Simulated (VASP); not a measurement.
## VASP 6.6.1 run: Ge

INCAR

```
LASPH = .TRUE.
ENCUT = 520
ISMEAR = -1
NSW = 0
NELM = 2
IBRION = -1
LREAL = .FALSE.
LWAVE = .FALSE.
PREC = Accurate
ISIF = 2
LCHARG = .FALSE.
SIGMA = 0.02
EDIFF = 1E-7
GGA = PE
NBANDS = 21
```

KPOINTS

```
KPOINTS created by Atomic Simulation Environment
0
Gamma
8 8 8
0 0 0
```

POSCAR

```
Ge
 1.0000000000000000
     0.0000000000000000    2.8368735120999999    2.8936109822999998
     2.8368735120999999    0.0000000000000000    2.8936109822999998
     2.8368735120999999    2.8368735120999999    0.0000000000000000
 Ge
   2
Cartesian
  0.0000000000000000  0.0000000000000000  0.0000000000000000
  1.4184367560499997  1.4184367560499997  1.4468054911499997
```

The recommended PBE PAW datasets give the neutral cell 28 valence electrons.

Command

```
mpirun -np 1 vasp_std
```

OSZICAR

```
N       E                     dE             d eps       ncg     rms          rms(c)
DAV:   1     0.191180483299E+03    0.19118E+03   -0.14636E+04  2786   0.356E+03
DAV:   2     0.189648061841E+02   -0.17222E+03   -0.16680E+03  2503   0.632E+02
   1 F= 0.18964806E+02 E0= 0.18965034E+02  d E =-.456345E-03
```

Standard output (part)

```
POSCAR found type information on POSCAR Ge
 POSCAR found :  1 types and       2 ions
 LDA part: xc-table for (Slater+PW92), standard interpolation
 POSCAR, INCAR and KPOINTS ok, starting setup
 WAVECAR not read
 entering main loop
|     The electronic self-consistency was not achieved in the given           |
|     number of steps (NELM). The forces and other quantities evaluated       |
|     might not be reliable so examine the results carefully. If you find     |
|     spurious results, we suggest increasing NELM, if you were close to      |
|     convergence or switching to a different ALGO or adjusting the           |
|     density mixing parameters otherwise.                                    |
```

It didn't converge.

The fault: too few electronic steps.

The run took about 9.4 s on one core of a shared host (Intel Xeon Platinum 8488C) and held 0.17 GiB at most.
